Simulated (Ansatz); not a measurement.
Crystal: NaCl.

```xyz
2
Lattice="3.5022 0.0000 0.0000 0.0000 3.5022 0.0000 0.0000 0.0000 3.5022" Properties=species:S:1:pos:R:3 pbc="T T T"
Cl    1.7511    1.7511    1.7511
Na    0.0000    0.0000    0.0000
```

Measurements of this composition are mostly on another form, of space group No. 225.

| Item | Value |
| --- | --- |
| Program | Ansatz 0.2.0 |
| Task | relaxation of cell and atoms |
| Functional | BLYP |
| Dispersion | D3(BJ) |
| Potentials or basis | all-electron LAPW, scalar-relativistic |
| Basis error allowed | 0.001 eV/atom |
| k mesh | 8 × 8 × 8 |
| Occupations | fermi-dirac, width 0.05 eV |
| Spin | no spin polarisation |

At the start: volume 21.48 Å³/atom.

**Question.** How do energy, volume and symmetry change on relaxing?

**Answer.** Over 5 steps the energy falls by 15.4 meV/atom and the volume is 19.63 Å³/atom (-8.6 %); space group Pm-3m (No. 221, to 0.05 Å).

Step by step:
| step | energy change (eV) | largest force (eV/Å) | volume (Å³) |
| --- | --- | --- | --- |
| 1 | 0.0000 | 0.0000 | 42.96 |
| 2 | -0.0257 | 0.0000 | 40.68 |
| 3 | -0.0306 | 0.0000 | 38.99 |
| 4 | -0.0308 | 0.0000 | 39.26 |
| 5 | -0.0308 | 0.0000 | 39.26 |

Final structure:
```cif
data_structure
_symmetry_space_group_name_H-M 'P 1'
_symmetry_Int_Tables_number 1
_cell_length_a 3.3988
_cell_length_b 3.3988
_cell_length_c 3.3988
_cell_angle_alpha 90.000
_cell_angle_beta 90.000
_cell_angle_gamma 90.000
_cell_volume 39.26
loop_
_atom_site_label
_atom_site_type_symbol
_atom_site_fract_x
_atom_site_fract_y
_atom_site_fract_z
_atom_site_occupancy
Cl1 Cl 0.50000 0.50000 0.50000 1
Na1 Na 0.00000 0.00000 0.00000 1
```
